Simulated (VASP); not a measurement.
Input of a VASP 6.6.1 run:

File INCAR:

```
  ALGO = Fast
  EDIFF = 1E-6
  ENCUT = 520
  GGA = PE
  ISIF = 2
  ISMEAR = 0
  ISPIN = 2
  LASPH = T
  LCHARG = F
  LMAXMIX = 4
  LORBIT = 11
  LREAL = F
  LWAVE = F
  MAGMOM = 0.95 0
  NBANDS = 19
  NELM = 120
  PREC = Accurate
  SIGMA = 0.05
```

KPOINTS

```
k-points
0
Gamma
  7 7 7
```

The input POSCAR:

```
NiO
1.0
    0.0000000000      2.2835484600      2.2835484600
    2.2835484600      0.0000000000      2.2835484600
    2.2835484600      2.2835484600      0.0000000000
Ni O
1 1
Direct
    0.0000000000      0.0000000000      0.0000000000
    0.2500000000      0.2500000000      0.2500000000
```

Potentials or basis: VASP PAW PBE potentials, release 64 (Ni, O).

Run with:

```sh
$ cat potpaw_PBE.64/Ni/POTCAR potpaw_PBE.64/O/POTCAR > POTCAR
$ mpirun -np 1 vasp_std > vasp.out
```

(1) Predict the site moments.

(2) What does it give for the net moment?

(3) What does it give for the band gap on the k mesh?

Results:

(1) Ni +1.55; O +0.38 μB.

(2) 1.99 μB per cell.

(3) none (metal or under the smearing width).

Caveat: a cell with one magnetic atom can't hold antiferromagnetic order, which such compounds often take; semilocal functionals often make such compounds metallic where correlation or magnetic order opens a gap, which also shifts bond lengths.
